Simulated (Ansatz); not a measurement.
AlSb (F-43m), Ansatz (a program for electronic structure) with r2SCAN with spin-orbit coupling, rigid bands: N_v = 1.25e19 cm⁻³ at 300 K and a hole conductivity mass of 0.392 mₑ.

Question: For 1e16 holes per cm³ at 300 K, place the Fermi level, estimate the Seebeck coefficient of a parabolic band with constant τ, and give mobility and conductivity for τ = 50 fs.

Answer: The level lies k_BT ln(N_v/p) = 0.184 eV above the valence-band maximum. S ≈ +(k_B/e)[ln(N_v/p) + 5/2] = 830 μV/K, against 830 μV/K from the full bands (mean over directions). μ = eτ/m = 224 cm²/(V·s) and σ = peμ = 0.359 S/cm. τ is assumed, not computed.

Band transport and this doping are assumed; polarons and phonon drag are left out.
